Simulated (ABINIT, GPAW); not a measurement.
Given: the input of a run of GPAW 26.7.0 (ASE script) on PtS2. Atoms were shifted at random by some hundredths of an Å from the given cell, which wasn't relaxed again for these runs. 

Contents of run.py:

```python
from ase.dft.bandgap import bandgap
from ase.io import read, write
from ase.units import GPa
from gpaw import GPAW, PW

atoms = read('PtS2.xyz')

calc = GPAW(mode=PW(600),
            xc='PBE',
            kpts={'size': (9, 9, 5), 'gamma': True},
            occupations={'name': 'fermi-dirac', 'width': 0.05},
            nbands=26,
            convergence={'density': 1e-05, 'energy': 1e-05},
            maxiter=150,
            txt='gpaw.txt')
atoms.calc = calc
energy = atoms.get_potential_energy()
forces = atoms.get_forces()
stress = atoms.get_stress()
calc.write('gs.gpw')
write('result.traj', atoms)
print(f'Energy: {energy:.6f} eV')
print('Forces (eV/A):')
print(forces.round(4))
print('Stress (GPa):', (stress / GPa).round(3))
print('Fermi level:', round(calc.get_fermi_level(), 4), 'eV')
print(f'Gap: {bandgap(calc)[0]:.4f} eV, direct: {bandgap(calc, direct=True)[0]:.4f} eV')
```

File PtS2.xyz:

```xyz
3
Lattice="3.5432000000 0.0000000000 0.0000000000 -1.7716000000 3.0685012107 0.0000000000 0.0000000000 0.0000000000 5.0388000000" Properties=species:S:1:pos:R:3 pbc="T T T"
Pt     0.0094993192     -0.0199759429      0.0506349012
S      1.7774321072      1.0159009698      3.8883764556
S     -0.0023987464      2.0604433300      1.1808629352
```

Potentials or basis: GPAW PAW data sets (gpaw-data 1.2.1), pw.

Command:

```console
$ OMP_NUM_THREADS=1 python run.py
```

Task: Set up the same calculation for ABINIT 10.8.3 (patched build). Potentials or basis there: JTH PAW PBE v2.0, cutoff 544 eV.

Result: As run (cutoffs and basis follow the program's own potentials, and thresholds, step limits or extra output files can differ):

run.abi

```
pp_dirpath "./"
pseudos "Pt.GGA_PBE-JTH.xml, S.GGA_PBE-JTH.xml"

acell 3*1.0 Angstrom
rprim
     3.5432000000     0.0000000000     0.0000000000
    -1.7716000000     3.0685012107     0.0000000000
     0.0000000000     0.0000000000     5.0388000000
ntypat 2
znucl 78 16
natom 3
typat 1 2 2
xred
    -0.0005740000    -0.0065100000     0.0100490000
     0.6671830000     0.3310740000     0.7716870000
     0.3350640000     0.6714820000     0.2343540000
chkprim 0
chksymtnons 0
tolsym 1.0e-6

ecut 544.227725 eV
pawecutdg 40.0

kptopt 1
ngkpt 9 9 5
nshiftk 1
shiftk 0.0 0.0 0.0

ixc 11

nband 15
occopt 3
tsmear 0.00183747

nstep 100
tolvrs 1.0e-9

iomode 3
prtwf 0
prtden 0
prteig 0
prtebands 0
enunit 1
```

Potentials or basis: JTH PAW PBE v2.0.

The run is started by

```sh
$ abinit run.abi > log 2>&1
```

Both were run:

|  | GPAW | ABINIT |
| --- | --- | --- |
| Pressure | 10.0 GPa | 10.5 GPa |
| Largest force | 1.423 eV/Å | 1.499 eV/Å |
| Energy over the undisturbed cell | -9.5 meV/atom | -10.3 meV/atom |

The potentials hold 28 and 22 valence electrons a cell.

The undisturbed cell isn't at this level's minimum, so the move can lower the energy.

Pressure is positive in compression.
